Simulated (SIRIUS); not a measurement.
# AlNi3 (Pm-3m) in SIRIUS: equation of state

Aim: energy against volume of AlNi3 in PBEsol, for its equilibrium volume and stiffness.

All numbers are computed with SIRIUS 7.12.0; they aren't measurements. Logs are shortened: lines on timing, memory, paths and dates and some standing lists are left out, and cuts for length are marked. The log counts tension as positive stress, the text compression.

## Step 1: The structure

The structure is cubic, space group Pm-3m (No. 221). Conventional cell: a = 3.523 Å, b = 3.523 Å, c = 3.523 Å, α = 90.00°, β = 90.00°, γ = 90.00°. Ni (site symmetry 4/mmm) has 8 Ni at 2.49 Å and 4 Al at 2.49 Å as nearest neighbours. Around Al (site symmetry m-3m) lie 12 Ni at 2.49 Å.

The cell is a database's computed one.

## Step 2: Single point, PBEsol, collinear spin, ferromagnetic start, 10.28 Å³/atom (volume scaled by 0.94)

sirius.json

```json
{
  "control": {
    "processing_unit": "cpu",
    "verbosity": 2,
    "num_bands_to_print": 40,
    "print_forces": true,
    "print_stress": true
  },
  "parameters": {
    "electronic_structure_method": "pseudopotential",
    "xc_functionals": ["XC_GGA_X_PBE_SOL", "XC_GGA_C_PBE_SOL"],
    "gk_cutoff": 9.9,
    "pw_cutoff": 19.8,
    "ngridk": [8, 8, 8],
    "shiftk": [0, 0, 0],
    "smearing": "fermi_dirac",
    "smearing_width": 0.0018374661,
    "num_bands": 40,
    "num_mag_dims": 1,
    "num_dft_iter": 100,
    "energy_tol": 1e-08,
    "density_tol": 1e-06
  },
  "iterative_solver": {
    "type": "davidson",
    "min_tolerance": 1e-10
  },
  "mixer": {
    "type": "anderson",
    "beta": 0.5,
    "max_history": 8
  },
  "settings": {
    "tol_ne": 1e-10,
    "pseudo_grid_cutoff": 6.5,
    "smooth_initial_mag": true
  },
  "unit_cell": {
    "lattice_vectors": [
      [1.0, 0.0, 0.0],
      [0.0, 1.0, 0.0],
      [0.0, 0.0, 1.0]
    ],
    "lattice_vectors_scale": 6.5217008582,
    "atom_coordinate_units": "lattice",
    "atom_types": ["Ni", "Al"],
    "atom_files": {
      "Al": "Al.json",
      "Ni": "Ni.json"
    },
    "atoms": {
      "Ni": [
        [0.5, 0.5, 0.0, 0.0, 0.0, 1.0],
        [0.5, 0.0, 0.5, 0.0, 0.0, 1.0],
        [0.0, 0.5, 0.5, 0.0, 0.0, 1.0]
      ],
      "Al": [
        [0.0, 0.0, 0.0, 0.0, 0.0, 0.0]
      ]
    }
  }
}
```

Potentials or basis: PseudoDojo 0.4.1 PBEsol standard (scalar relativistic).

On the command line:

```console
upf_to_json Al.upf
upf_to_json Ni.upf
OMP_NUM_THREADS=4 sirius.scf --input=sirius.json --output=out.json --task=0
```

The log of the run:

```text
[info] SIRIUS version : 7.12.0
[info] number of MPI ranks           : 1
[info] MPI grid                      : 1 1
[info] maximum number of OMP threads : 4
[fft] FFT context for density and potential
[fft] =====================================
[fft]   comm size                             : 1
[fft]   plane wave cutoff                     : 19.8
[fft]   grid size                             : 45 45 45   total : 91125
[fft]   grid limits                           : -22 22   -22 22   -22 22
[fft]   number of G-vectors within the cutoff : 18189
[fft]   local number of G-vectors             : 18189
[fft]   number of G-shells                    : 974
[fft] FFT context for coarse grid
[fft] =====================================
[fft]   comm size                             : 1
[fft]   plane wave cutoff                     : 19.8
[fft]   grid size                             : 45 45 45   total : 91125
[fft]   grid limits                           : -22 22   -22 22   -22 22
[fft]   number of G-vectors within the cutoff : 18189
[fft]   local number of G-vectors             : 18189
[fft]   number of G-shells                    : 974
[unit cell] lattice vectors
[unit cell]   a1 :       6.5217008582      0.0000000000      0.0000000000
[unit cell]   a2 :       0.0000000000      6.5217008582      0.0000000000
[unit cell]   a3 :       0.0000000000      0.0000000000      6.5217008582
[unit cell] reciprocal lattice vectors
[unit cell]   b1 :       0.9634274009      0.0000000000      0.0000000000
[unit cell]   b2 :       0.0000000000      0.9634274009      0.0000000000
[unit cell]   b3 :       0.0000000000      0.0000000000      0.9634274009
[unit cell] unit cell volume :       277.38477708 [a.u.^3]
[unit cell] 1/sqrt(omega)    :         0.06004249
[unit cell] MT volume        :         0.00000000 ( 0.00%)
[unit cell] IT volume        :       277.38477708 (100.00%)
[unit cell] number of atom types : 2
[unit cell] type id : 0 symbol : Ni mt_radius :  13.550000 num_atoms : 3
[unit cell] type id : 1 symbol : Al mt_radius :  18.750000 num_atoms : 1
[unit cell] total number of atoms : 4
[unit cell] number of symmetry classes : 2
[unit cell] number of PAW atoms : 0
[unit cell] atom id  type id  class id             position                      vector_field
[unit cell] ------------------------------------------------------------------------------------------
[unit cell]      0        0        0      0.50000   0.50000   0.00000      0.00000   0.00000   1.00000
[unit cell]      1        0        0      0.50000   0.00000   0.50000      0.00000   0.00000   1.00000
[unit cell]      2        0        0      0.00000   0.50000   0.50000      0.00000   0.00000   1.00000
[unit cell]      3        1        1      0.00000   0.00000   0.00000      0.00000   0.00000   0.00000
[unit cell] atom id         position (Cartesian, a.u.)
[unit cell] ---------------------------------------------
[unit cell]      0       3.260850    3.260850    0.000000
[unit cell]      1       3.260850    0.000000    3.260850
[unit cell]      2       0.000000    3.260850    3.260850
[unit cell]      3       0.000000    0.000000    0.000000
[unit cell] class id : 0 atom id : 0 1 2
[unit cell] class id : 1 atom id : 3
[unit cell] minimum bond length:     4.611539
[unit cell] total number of pseudo wave-functions: 34
[sym] space group number   : 221
[sym] international symbol : Pm-3m
[sym] Hall symbol          : -P 4 2 3
[sym] space group transformation matrix :
[sym]   1.0000  0.0000  0.0000
[sym]   0.0000  1.0000  0.0000
[sym]   0.0000  0.0000  1.0000
[sym] space group origin shift :
[sym]   0.0000  0.0000  0.0000
[sym] number of space group operations  : 48
[sym] number of magnetic group operations : 48
[sym] metric tensor error: 0.0000e+00
[sym] rotation matrix error: 0.0000e+00
[sym] symmetry operations
[... 348 lines left out ...]
[diagonalize] ik:   34   -3.124268   -3.124268   -3.124268   -1.679352   -1.677766   -1.677766   -1.677766   -1.671854   -1.671854   -1.671854   -1.670637   -1.670637    0.433333    0.495142    0.495142    0.495142    0.573087    0.573087    0.573087    0.574748    0.574748    0.574748    0.606508    0.606508    0.606508    0.616329    0.616329    0.643019    0.650887    0.650887    0.650887    0.807765    0.822870    0.822870    0.822870    1.358605    1.358605    1.430673    1.430673    1.430673
[diagonalize]            -3.115420   -3.115420   -3.115420   -1.669004   -1.669004   -1.669004   -1.668589   -1.663040   -1.663040   -1.663040   -1.659775   -1.659775    0.435040    0.501643    0.501643    0.501643    0.573699    0.573699    0.573699    0.582354    0.582354    0.582354    0.611897    0.611897    0.611897    0.622460    0.622460    0.642684    0.662444    0.662444    0.662444    0.810964    0.829162    0.829162    0.829162    1.357656    1.357656    1.429464    1.429464    1.429465
[find] Charges and magnetic moments
[find] --------------------------------------------------------------------------------
[find] atom                moment                |moment|
[find] --------------------------------------------------------------------------------
[find]    0 [  0.00000,   0.00000,   0.22081]    0.220807
[find]    1 [  0.00000,   0.00000,   0.22081]    0.220807
[find]    2 [  0.00000,   0.00000,   0.22081]    0.220807
[... 9 lines left out ...]
[find] <rho|V^{H}>                    :     326.09267085
[find] one-electron contribution      :    -288.72737640 (Ha),    -577.45475279 (Ry)
[find] hartree contribution           :     163.04633543
[find] xc contribution                :     -64.96915006
[find] ewald contribution             :    -314.68383403
[find] PAW contribution               :       0.00000000
[find] smearing (-TS)                 :      -0.00111461
[find] SCF correction                 :       0.00000001
[find] Total energy                   :    -505.33402505 (Ha),   -1010.66805010 (Ry)
[find] Free energy (E-TS)             :    -505.33513966 (Ha),   -1010.67027933 (Ry)
[find] band gap (eV)                  :       0.00000000
[find] Efermi                         :       0.65822141
[find] iteration : 15, RMS (target) : 4.7499e-07 (1.0000e-06) , energy difference (target) : -5.8205e-09 (1.0000e-08)
[find] bands are converged : true
[find] iterative solver converged : false
[find] converged after 16 SCF iterations!
[find] Charges and magnetic moments
[find] --------------------------------------------------------------------------------
[find] atom                moment                |moment|
[find] --------------------------------------------------------------------------------
[find]    0 [  0.00000,   0.00000,   0.22081]    0.220807
[find]    1 [  0.00000,   0.00000,   0.22081]    0.220807
[find]    2 [  0.00000,   0.00000,   0.22081]    0.220807
[find]    3 [  0.00000,   0.00000,  -0.01515]    0.015155
[find] total charge          : 57.000000
[find] total moment          : [  0.00000,   0.00000,   0.60546], magnitude : 0.605462
[find] Energy
[find] --------------------------------------------------------------------------------
[find] valence_eval_sum               :     -30.21775028
[find] <rho|V^{XC}>                   :     -67.57861485
[find] <rho|E^{XC}>                   :     -64.96915006
[find] <mag|B^{XC}>                   :      -0.00442989
[find] <rho|V^{H}>                    :     326.09267085
[find] one-electron contribution      :    -288.72737640 (Ha),    -577.45475279 (Ry)
[find] hartree contribution           :     163.04633543
[find] xc contribution                :     -64.96915006
[find] ewald contribution             :    -314.68383403
[find] PAW contribution               :       0.00000000
[find] smearing (-TS)                 :      -0.00111461
[find] SCF correction                 :       0.00000001
[find] Total energy                   :    -505.33402505 (Ha),   -1010.66805010 (Ry)
[find] Free energy (E-TS)             :    -505.33513966 (Ha),   -1010.67027933 (Ry)
[find] band gap (eV)                  :       0.00000000
[find] Efermi                         :       0.65822141
[ground_state] === stress tensor components [kbar] ===
[ground_state] === stress_kin ===
[ground_state] -168069.922781    0.000000    0.000000
[ground_state]     0.000000-168069.922781   -0.000000
[ground_state]     0.000000   -0.000000-168069.922781
[ground_state] === stress_har ===
[ground_state] -57645.414977    0.000000    0.000000
[ground_state]     0.000000-57645.414977   -0.000000
[ground_state]     0.000000   -0.000000-57645.414977
[ground_state] === stress_ewald ===
[ground_state] 111257.208888    0.000000    0.000000
[ground_state]     0.000000111257.208888    0.000000
[ground_state]     0.000000    0.000000111257.208888
[ground_state] === stress_vloc ===
[ground_state] 29491.673860    0.000000   -0.000000
[ground_state]     0.00000029491.673860    0.000000
[ground_state]    -0.000000    0.00000029491.673860
[ground_state] === stress_xc ===
[ground_state]  3122.452655    0.000000    0.000000
[ground_state]     0.000000 3122.452655    0.000000
[ground_state]     0.000000    0.000000 3122.452655
[ground_state] === stress_core ===
[ground_state] 17200.890284    0.000000    0.000000
[ground_state]     0.00000017200.890284    0.000000
[ground_state]     0.000000    0.00000017200.890284
[ground_state] === stress_nonloc ===
[ground_state] 64506.611033    0.000000    0.000000
[ground_state]     0.00000064506.611033   -0.000000
[ground_state]     0.000000   -0.00000064506.611033
[ground_state] === stress_us_nl ===
[ground_state] 64506.611033    0.000000    0.000000
[ground_state]     0.00000064506.611033   -0.000000
[ground_state]     0.000000   -0.00000064506.611033
[ground_state] === stress_total ===
[ground_state]  -136.501037    0.000000    0.000000
[ground_state]     0.000000 -136.501037   -0.000000
[ground_state]     0.000000   -0.000000 -136.501037
[ground_state] ==== total Forces in Ha/bohr =====
[ground_state] atom:    0, force:       0.0000000      0.0000000      0.0000000
[ground_state] atom:    1, force:       0.0000000      0.0000000      0.0000000
[ground_state] atom:    2, force:       0.0000000      0.0000000      0.0000000
[ground_state] atom:    3, force:       0.0000000      0.0000000      0.0000000
[ground_state] ==== ultrasoft contribution from Qij =====
[ground_state] atom:    0, force:       0.0000000      0.0000000      0.0000000
[ground_state] atom:    1, force:       0.0000000      0.0000000      0.0000000
[ground_state] atom:    2, force:       0.0000000      0.0000000      0.0000000
[ground_state] atom:    3, force:       0.0000000      0.0000000      0.0000000
[ground_state] ==== non-local contribution from Beta-projector =====
[ground_state] atom:    0, force:       0.0000000      0.0000000      0.0000000
[ground_state] atom:    1, force:       0.0000000      0.0000000      0.0000000
[ground_state] atom:    2, force:       0.0000000      0.0000000      0.0000000
[ground_state] atom:    3, force:       0.0000000      0.0000000      0.0000000
[ground_state] ==== contribution from local potential =====
[ground_state] atom:    0, force:       0.0000000      0.0000000      0.0000000
[ground_state] atom:    1, force:       0.0000000      0.0000000      0.0000000
[ground_state] atom:    2, force:       0.0000000      0.0000000      0.0000000
[ground_state] atom:    3, force:       0.0000000      0.0000000      0.0000000
[ground_state] ==== contribution from core density =====
[ground_state] atom:    0, force:       0.0000000      0.0000000      0.0000000
[ground_state] atom:    1, force:       0.0000000      0.0000000      0.0000000
[ground_state] atom:    2, force:       0.0000000      0.0000000      0.0000000
[ground_state] atom:    3, force:       0.0000000      0.0000000      0.0000000
[ground_state] ==== Ewald forces from ions =====
[ground_state] atom:    0, force:       0.0000000      0.0000000      0.0000000
[ground_state] atom:    1, force:       0.0000000      0.0000000      0.0000000
[ground_state] atom:    2, force:       0.0000000      0.0000000      0.0000000
[ground_state] atom:    3, force:       0.0000000      0.0000000      0.0000000
[~DFT_ground_state] local op. applied: 91523
[~DFT_ground_state] evp. work count: 9374.24
[~DFT_ground_state] number of iterative solver steps: 2164
```

Run time: 77 s. Hardware: 4 threads of Intel Xeon Platinum 8488C (Sapphire Rapids), shared host; peak memory 0.79 GiB.

What came out:

```yaml
Free_energy: -13750.8697 eV
Pressure: 13.7 GPa
Band_gap_on_the_k_mesh: none (metal or under the smearing width)
Net_moment: 0.61 μB per cell
Absolute_moment: 0.74 μB per cell
```

[end of part 1 of 2]
